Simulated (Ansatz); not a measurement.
**Stress against strain in Ir**

```
CELL_PARAMETERS angstrom
0.00000 1.91970 1.91970
1.91970 0.00000 1.91970
1.91970 1.91970 0.00000
ATOMIC_POSITIONS crystal
Ir 0.00000 0.00000 0.00000
```

The geometry is COD entry 9008470, unchecked; take it as a test cell.

No spin–orbit coupling, which matters for the heavy atoms here.

These are results of Ansatz 0.2.0, DFT, PBE, all-electron LAPW, scalar-relativistic, not measurements.

The runs use a Γ-centred 15×15×15 k mesh, Fermi–Dirac smearing of 0.05 eV, basis error target 0.5 meV/atom, no spin polarisation.

The strain is applied along the Cartesian axes of the cell as listed (the other components stay zero). Fractional coordinates are held (clamped ions).

σ is the change of stress from the unstrained cell, which is at 8.85 GPa; tension is positive, so slopes are stress–strain coefficients at that pressure. In a metal the k mesh adds noise.

Only quantities that a quadratic follows smoothly over the whole series are listed; rougher ones are left out.

```
εxx = εyy  σzz (GPa)  σxx (GPa)
  -0.0300     -18.37     -32.80
  -0.0100      -5.50      -9.71
   0.0000       0.00       0.00
   0.0100       4.95       8.64
   0.0200       9.44      16.29
   0.0300      13.54      23.02
```

**Question.** Fit the series and read off the stiffness at zero strain.

**Answer.** Least-squares fits y = p0 + p1 x + p2 x² to the rows give σzz (GPa): p1 = 530, p2 = -2700; σxx (GPa): p1 = 928, p2 = -5400. So 2 C12 = 530 GPa and C11 + C12 = 928 GPa.

**Question.** One run, at εxx = εyy = -0.0200, is withheld. Predict its row.

**Answer.** The fits give -11.69, -20.75; the run gave -11.62, -20.60.
